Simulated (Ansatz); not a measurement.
A relaxation computed with Ansatz, from input to last step.

```yaml
crystal:
  lattice:
    - [3.6131314165, 0.0, 0.0]
    - [0.0, 3.6131314165, 0.0]
    - [0.0, 0.0, 5.2450683093]
  atoms:
    - { symbol: Zr, position: [0.0, 0.0, 0.0] }
    - { symbol: Zr, position: [0.5, 0.5, 0.5] }
    - { symbol: O, position: [0.0, 0.5, 0.3032142033] }
    - { symbol: O, position: [0.0, 0.5, 0.8032142033] }
    - { symbol: O, position: [0.5, 0.0, 0.6967857967] }
    - { symbol: O, position: [0.5, 0.0, 0.1967857967] }
basis:
  ecutwfc: 500
kpoints:
  mp_grid: { grid: [6, 6, 6] }
hamiltonian:
  xc: r2scan
scf:
  occupations: { method: gaussian, width: 0.02 }
output:
  forces: true
  stress: true
  eigenvalues: true
relax:
  adjacent_minimum: "off"
  f_tol: 0.008
  max_steps: 50
  cell: { stress_tol: 0.08, p_target: -1.0 }
```

```bash
ansatz run input.yaml --threads 1 --pin off --max-ram 2560MiB --backend cpu --events-out ev --progress --plain --runs-dir out
```

Level of theory: DFT r2SCAN, scalar-relativistic, plane waves, PAW (Ansatz).

Of 5 frames 4 are shown, positions in Å and forces in eV/Å; the SCF threshold varies from step to step. Steps run on the plane waves of an earlier cell, with a Pulay correction in the pressure. The basis is chosen afresh for the last frame, the zero of the energies, and at times for earlier ones too; energy and pressure step there, also at an unchanged geometry. The relaxation lowers the enthalpy F + PV at the target pressure, so the free energy itself can rise.

```xyz
6
Lattice="3.6131 0.0000 0.0000 0.0000 3.6131 0.0000 0.0000 0.0000 5.2451" Properties=species:S:1:pos:R:3:forces:R:3 pbc="T T T" step=1 free_energy_over_end_meV_per_atom=0.66 pressure_GPa=-2.38
Zr    0.0000    0.0000    0.0000    0.0000    0.0000    0.0000
Zr    1.8066    1.8066    2.6225    0.0000    0.0000    0.0000
O     0.0000    1.8066    1.5904    0.0000    0.0000    0.0522
O     0.0000    1.8066    4.2129    0.0000    0.0000    0.0522
O     1.8066    0.0000    3.6547    0.0000    0.0000   -0.0522
O     1.8066    0.0000    1.0322    0.0000    0.0000   -0.0522
6
Lattice="3.6042 0.0000 0.0000 0.0000 3.6042 0.0000 0.0000 0.0000 5.2354" Properties=species:S:1:pos:R:3:forces:R:3 pbc="T T T" step=2 free_energy_over_end_meV_per_atom=-0.16 pressure_GPa=-0.70
Zr    0.0000    0.0000    0.0000    0.0000    0.0000    0.0000
Zr    1.8021    1.8021    2.6177    0.0000    0.0000    0.0000
O     0.0000    1.8021    1.5881    0.0000    0.0000    0.0143
O     0.0000    1.8021    4.2058    0.0000    0.0000    0.0143
O     1.8021    0.0000    3.6473    0.0000    0.0000   -0.0143
O     1.8021    0.0000    1.0296    0.0000    0.0000   -0.0143
6
Lattice="3.6064 0.0000 0.0000 0.0000 3.6064 0.0000 0.0000 0.0000 5.2366" Properties=species:S:1:pos:R:3:forces:R:3 pbc="T T T" step=3 free_energy_over_end_meV_per_atom=-0.08 pressure_GPa=-0.98
Zr    0.0000    0.0000    0.0000    0.0000    0.0000    0.0000
Zr    1.8032    1.8032    2.6183    0.0000    0.0000    0.0000
O     0.0000    1.8032    1.5899    0.0000    0.0000    0.0133
O     0.0000    1.8032    4.2082    0.0000    0.0000    0.0133
O     1.8032    0.0000    3.6466    0.0000    0.0000   -0.0133
O     1.8032    0.0000    1.0284    0.0000    0.0000   -0.0133
6
Lattice="3.6060 0.0000 0.0000 0.0000 3.6060 0.0000 0.0000 0.0000 5.2413" Properties=species:S:1:pos:R:3:forces:R:3 pbc="T T T" step=5 free_energy_over_end_meV_per_atom=0.00 pressure_GPa=-0.94
Zr    0.0000    0.0000    0.0000    0.0000    0.0000    0.0000
Zr    1.8030    1.8030    2.6207    0.0000    0.0000    0.0000
O     0.0000    1.8030    1.5948    0.0000    0.0000    0.0024
O     0.0000    1.8030    4.2154    0.0000    0.0000    0.0024
O     1.8030    0.0000    3.6465    0.0000    0.0000   -0.0024
O     1.8030    0.0000    1.0259    0.0000    0.0000   -0.0024
```

Time: 61 s on 1 thread of Arm Neoverse V1, with other jobs on the host, peak memory 0.51 GiB.